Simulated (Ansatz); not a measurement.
A strain series on WSe2 as a 2H monolayer with PBE in Ansatz; the unstrained cell is the r2SCAN minimum. (Simulation; spin polarisation is off.)

Input of the unstrained run:
```yaml
crystal:
  lattice:
    - [3.314422265, 0.0, 0.0]
    - [-1.6572111325, 2.8703738804, 0.0]
    - [0.0, 0.0, 31.2377754424]
  atoms:
    - { symbol: W, position: [0.3333333333, 0.6666666667, 0.2881127056] }
    - { symbol: Se, position: [0.6666666667, 0.3333333333, 0.3412818312] }
    - { symbol: Se, position: [0.6666666667, 0.3333333333, 0.23494358] }
  periodic: [true, true, false]
kpoints:
  mp_grid: { grid: [12, 12, 1] }
  band_path:
    path: [[0.0, 0.0, 0.0], [0.5, 0.0, 0.0], [0.3333333333, 0.3333333333, 0.0]]
    npoints: 1
hamiltonian:
  xc: pbe
scf:
  occupations: { method: fermi_dirac, width: 0.02 }
  n_extra_bands: 4
output:
  forces: true
  stress: true
  eigenvalues: true
```

Its main results, and the levels near the gap at the points of the path (eV from the Fermi energy, bands numbered from 0, names kept under strain):
```
Crystal: 3 atoms, lattice volume = 297.185 Å³
Basis set: ecut = 420 eV, 5901 PW (Γ)
Symmetry: 12 space group operations
Space group: P-6m2 (ITA 187)
k-points: 19 of 144 (time reversal used)
Free energy (F): -21324.652299 eV
Fermi energy:    -4.352494 eV
--- Forces (eV/Å), atoms counted from 1 ---
  atom   1  W       0.00000      0.00000      0.00000
  atom   2  Se      0.00000      0.00000      0.33988
  atom   3  Se      0.00000      0.00000    -0.33988
--- 2D stress c σ (N/m, compression-positive) ---
        0.954561       0.000000       0.000000
        0.000000       0.954561       0.000000
        0.000000       0.000000       0.000000
  P = ½ c Tr σ = 0.9546 N/m
```
```tsv
point	band_20	band_21	band_22	band_23	band_24	band_25
Γ	-2.046	-2.046	-1.038	2.173	2.173	2.373
M	-2.852	-1.740	-1.738	1.597	1.986	2.982
K	-4.019	-3.063	-0.767	0.767	2.143	2.760
```

In-plane biaxial -4.0 %. The input changes in these blocks:
```yaml
crystal:
  lattice:
    - [3.1818453744, 0.0, 0.0]
    - [-1.5909226872, 2.7555589252, 0.0]
    - [0.0, 0.0, 31.2377754424]
  atoms:
    - { symbol: W, position: [0.3333333333, 0.6666666667, 0.2881127056] }
    - { symbol: Se, position: [0.6666666667, 0.3333333333, 0.3428638822] }
    - { symbol: Se, position: [0.6666666667, 0.3333333333, 0.233361529] }
  periodic: [true, true, false]
kpoints:
  mp_grid: { grid: [12, 12, 1] }
  band_path:
    path:
      - [0.0, 0.0, 0.0]
      - [0.5, 0.0, 0.0]
      - [0.3333333333, 0.3333333333, 0.0]
      - [0.174479, 0.174479, 0.0]
    npoints: 1
```

```
Crystal: 3 atoms, lattice volume = 273.885 Å³
Basis set: ecut = 420 eV, 5385 PW (Γ)
Symmetry: 12 space group operations
Space group: P-6m2 (ITA 187)
k-points: 19 of 144 (time reversal used)
Free energy (F): -21324.489538 eV
Fermi energy:    -4.212477 eV
--- Forces (eV/Å), atoms counted from 1 ---
  atom   1  W       0.00000      0.00000      0.00000
  atom   2  Se      0.00000      0.00000      0.38361
  atom   3  Se      0.00000      0.00000    -0.38361
--- 2D stress c σ (N/m, compression-positive) ---
        8.018889       0.000000       0.000000
        0.000000       8.018889       0.000000
        0.000000       0.000000       0.000000
  P = ½ c Tr σ = 8.0189 N/m
```
```tsv
point	band_20	band_21	band_22	band_23	band_24	band_25
Γ	-1.639	-1.639	-1.536	2.573	2.573	2.676
M	-3.223	-1.863	-1.337	2.182	2.195	3.053
K	-4.320	-3.363	-0.751	1.359	1.840	2.974
(0.174,0.174,0)	-2.805	-2.167	-1.478	0.765	2.001	2.055
```

PBE: the gap goes from 1.533 to 1.516 eV (-0.017 eV); it turns from direct (K) to indirect (K → Γ–K (0.52)).

In-plane biaxial -3.0 %. The input changes in these blocks:
```yaml
crystal:
  lattice:
    - [3.2149895971, 0.0, 0.0]
    - [-1.6074947985, 2.784262664, 0.0]
    - [0.0, 0.0, 31.2377754424]
  atoms:
    - { symbol: W, position: [0.3333333333, 0.6666666667, 0.2881127056] }
    - { symbol: Se, position: [0.6666666667, 0.3333333333, 0.3424561107] }
    - { symbol: Se, position: [0.6666666667, 0.3333333333, 0.2337693005] }
  periodic: [true, true, false]
kpoints:
  mp_grid: { grid: [12, 12, 1] }
  band_path:
    path:
      - [0.0, 0.0, 0.0]
      - [0.5, 0.0, 0.0]
      - [0.3333333333, 0.3333333333, 0.0]
      - [0.174479, 0.174479, 0.0]
    npoints: 1
```

```
Crystal: 3 atoms, lattice volume = 279.621 Å³
Basis set: ecut = 420 eV, 5541 PW (Γ)
Symmetry: 12 space group operations
Space group: P-6m2 (ITA 187)
k-points: 19 of 144 (time reversal used)
Free energy (F): -21324.560176 eV
Fermi energy:    -4.216428 eV
--- Forces (eV/Å), atoms counted from 1 ---
  atom   1  W       0.00000      0.00000      0.00000
  atom   2  Se      0.00000      0.00000      0.37227
  atom   3  Se      0.00000      0.00000    -0.37227
--- 2D stress c σ (N/m, compression-positive) ---
        6.021436       0.000000       0.000000
        0.000000       6.021436       0.000000
        0.000000       0.000000       0.000000
  P = ½ c Tr σ = 6.0214 N/m
```
```tsv
point	band_20	band_21	band_22	band_23	band_24	band_25
Γ	-1.785	-1.785	-1.431	2.432	2.432	2.559
M	-3.160	-1.865	-1.474	1.991	2.148	3.011
K	-4.272	-3.322	-0.781	1.170	1.893	2.901
(0.174,0.174,0)	-2.848	-2.187	-1.540	0.795	1.892	1.976
```

PBE: the gap goes from 1.533 to 1.576 eV (+0.043 eV); it turns from direct (K) to indirect (K → Γ–K (0.52)).

In-plane biaxial -2.0 %. The input changes in these blocks:
```yaml
crystal:
  lattice:
    - [3.2481338197, 0.0, 0.0]
    - [-1.6240669099, 2.8129664028, 0.0]
    - [0.0, 0.0, 31.2377754424]
  atoms:
    - { symbol: W, position: [0.3333333333, 0.6666666667, 0.2881127056] }
    - { symbol: Se, position: [0.6666666667, 0.3333333333, 0.3420605389] }
    - { symbol: Se, position: [0.6666666667, 0.3333333333, 0.2341648723] }
  periodic: [true, true, false]
kpoints:
  mp_grid: { grid: [12, 12, 1] }
  band_path:
    path:
      - [0.0, 0.0, 0.0]
      - [0.5, 0.0, 0.0]
      - [0.3333333333, 0.3333333333, 0.0]
      - [0.174479, 0.174479, 0.0]
    npoints: 1
output:
  forces: true
  stress: true
  eigenvalues: true
  write_density: true
  write_potential: true
  elf: true
  volumetric_format: npy
```

```
Crystal: 3 atoms, lattice volume = 285.416 Å³
Basis set: ecut = 420 eV, 5709 PW (Γ)
Symmetry: 12 space group operations
Space group: P-6m2 (ITA 187)
k-points: 19 of 144 (time reversal used)
Free energy (F): -21324.610055 eV
Fermi energy:    -4.225507 eV
--- Forces (eV/Å), atoms counted from 1 ---
  atom   1  W       0.00000      0.00000      0.00000
  atom   2  Se      0.00000      0.00000      0.35863
  atom   3  Se      0.00000      0.00000    -0.35863
--- 2D stress c σ (N/m, compression-positive) ---
        4.182816       0.000000       0.000000
        0.000000       4.182816       0.000000
        0.000000       0.000000       0.000000
  P = ½ c Tr σ = 4.1828 N/m
```
```tsv
point	band_20	band_21	band_22	band_23	band_24	band_25
Γ	-1.917	-1.917	-1.330	2.302	2.302	2.454
M	-3.094	-1.861	-1.602	1.814	2.081	2.969
K	-4.221	-3.274	-0.809	0.993	1.944	2.824
(0.174,0.174,0)	-2.890	-2.197	-1.590	0.824	1.792	1.903
```

PBE: the gap goes from 1.533 to 1.632 eV (+0.099 eV); it turns from direct (K) to indirect (K → Γ–K (0.52)).

In-plane biaxial -1.0 %. The input changes in these blocks:
```yaml
crystal:
  lattice:
    - [3.2812780424, 0.0, 0.0]
    - [-1.6406390212, 2.8416701416, 0.0]
    - [0.0, 0.0, 31.2377754424]
  atoms:
    - { symbol: W, position: [0.3333333333, 0.6666666667, 0.2881127056] }
    - { symbol: Se, position: [0.6666666667, 0.3333333333, 0.3416588454] }
    - { symbol: Se, position: [0.6666666667, 0.3333333333, 0.2345665658] }
  periodic: [true, true, false]
output:
  forces: true
  stress: true
  eigenvalues: true
  write_density: true
  write_potential: true
  elf: true
  volumetric_format: npy
```

```
Crystal: 3 atoms, lattice volume = 291.271 Å³
Basis set: ecut = 420 eV, 5793 PW (Γ)
Symmetry: 12 space group operations
Space group: P-6m2 (ITA 187)
k-points: 19 of 144 (time reversal used)
Free energy (F): -21324.640122 eV
Fermi energy:    -4.249165 eV
--- Forces (eV/Å), atoms counted from 1 ---
  atom   1  W       0.00000      0.00000      0.00000
  atom   2  Se      0.00000      0.00000      0.35354
  atom   3  Se      0.00000      0.00000    -0.35354
--- 2D stress c σ (N/m, compression-positive) ---
        2.511685       0.000000       0.000000
        0.000000       2.511685       0.000000
        0.000000       0.000000       0.000000
  P = ½ c Tr σ = 2.5117 N/m
```
```tsv
point	band_20	band_21	band_22	band_23	band_24	band_25
Γ	-2.027	-2.027	-1.220	2.194	2.194	2.371
M	-3.012	-1.841	-1.713	1.661	2.005	2.938
K	-4.159	-3.209	-0.826	0.835	2.007	2.756
```

PBE: the gap goes from 1.533 to 1.662 eV (+0.129 eV).

Spin-orbit coupling is left out, which matters wherever the heavy atoms make up the band edges.
